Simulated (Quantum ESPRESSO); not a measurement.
TiC in Quantum ESPRESSO: the effect of functional

The system is TiC.

```
Ti C
1.0
     0.00000    2.16572    2.16572
     2.16572    0.00000    2.16572
     2.16572    2.16572    0.00000
Ti C
1 1
Direct
  0.00000 0.00000 0.00000
  0.50000 0.50000 0.50000
```

The cell is a database's computed one.

Alike in all runs:

| Quantity | Value |
| --- | --- |
| Program | Quantum ESPRESSO 7.5 |
| Task | phonons |
| Cutoff | 1143 eV |
| Density cutoff | 4572 eV |
| k mesh | 9 × 9 × 9 |
| Occupations | cold, width 0.2 eV |
| Spin | no spin polarisation |

Each run relaxes the cell or the atoms first.

Problem. One run gave: relaxed volume 9.68 Å³/atom; highest phonon frequency 563 cm⁻¹. Which functional did it use?
A. WC
B. LDA
C. AM05
D. PBE
E. RPBE

Solution. B.

```csv
functional,potentials or basis,relaxed volume (Å³/atom),highest phonon frequency (cm⁻¹)
LDA,PseudoDojo 0.4.1 SR LDA standard,9.68,563
PBE,PseudoDojo 0.4.1 SR PBE standard,10.17,529
PBEsol,PseudoDojo 0.4.1 SR PBEsol standard,9.90,553
WC,PseudoDojo 0.4.1 SR PBE standard,9.94,550
AM05,PseudoDojo 0.4.1 SR PBE standard,9.87,557
RPBE,PseudoDojo 0.4.1 SR PBE standard,10.32,514
vdW-DF-cx,PseudoDojo 0.4.1 SR PBE standard,9.97,552
```

Caveats: the mesh is thin for the phonons of a metal; the potentials were made for another functional, which shifts forces and pressure (some runs).

Not every run made on this cell is shown here.
